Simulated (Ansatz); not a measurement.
**SiC (wurtzite type): optics runs under varied settings**

Does this optics input for SiC (wurtzite type) end well? It is run as it stands.

Program: Ansatz 0.2.0. Level of theory: plane waves, PAW; settings as the input shows. These are calculated values, not measurements.

## (1) The structure to begin with

It takes space group P6_3mc (No. 186, hexagonal). The conventional cell has a = 3.075 Å, b = 3.075 Å, c = 5.048 Å, α = 90.00°, β = 90.00°, γ = 120.00°. Si (site symmetry 3m) has 4 C at 1.88 to 1.90 Å as nearest neighbours. C (site symmetry 3m) has 4 Si at 1.88 to 1.90 Å as nearest neighbours.

Coordinates:

```xyz
4
Lattice="3.0754 0.0000 0.0000 -1.5377 2.6633 0.0000 0.0000 0.0000 5.0481" Properties=species:S:1:pos:R:3 pbc="T T T"
Si    0.0000    1.7756   -0.0021
Si    1.5377    0.8878    2.5220
C     0.0000    1.7756    1.8951
C     1.5377    0.8878    4.4192
```

The cell was relaxed beforehand with r2SCAN; those runs aren't shown.

For scale, an earlier run with the standard settings (PBE, 9×9×4, gaussian width 0.1 eV, scissors 0 eV) gave ε∞ 7.15 (xx, yy), 7.51 (zz); tallest peak of ε₂: 20.5 at 6.25 eV.

## (2) Run 1

The input, input.yaml:

```yaml
crystal:
  lattice:
    - [3.0753562516, 0.0, 0.0]
    - [-1.5376781258, 2.6633366395, 0.0]
    - [0.0, 0.0, 5.0481081077]
  atoms:
    - { symbol: Si, position: [0.3333333333, 0.6666666667, -0.0004084095] }
    - { symbol: Si, position: [0.6666666667, 0.3333333333, 0.4995915905] }
    - { symbol: C, position: [0.3333333333, 0.6666666667, 0.3754084095] }
    - { symbol: C, position: [0.6666666667, 0.3333333333, 0.8754084095] }
kpoints:
  mp_grid: { grid: [6, 6, 2] }
hamiltonian:
  xc: lda
scf:
  occupations: { method: fixed }
output:
  optics:
    e_range: [0.5, 15]
    de: 0.1
    sigma: -0.1
    scissors: 1.5
    scheme: fermi_dirac
    bands: auto
```

On the command line:

```console
ansatz run input.yaml --threads 4 --pin off --max-ram 3686MiB --backend cpu --events-out ev --progress --plain --runs-dir out
```

Output:

```text
Error: invalid value for `output.optics.sigma`: must be finite and > 0; got -0.1 eV
```

Wall time 0.11 s (4 threads of Arm Neoverse N1, shared host); peak memory 0.076 GiB.

Diagnosis: The program refused the input. The broadening is negative. To mend it, type a small positive width, such as 0.1 eV.

## (3) How the runs ended

| run | settings | ended | fault | time |
| --- | --- | --- | --- | --- |
| 1 | LDA, 6×6×2, fermi-dirac width -0.1 eV, scissors 1.5 eV | refused | the broadening is negative | 0.11 s |

In words: 1 refused. No run passed without a fault or warning, so no result is quoted.
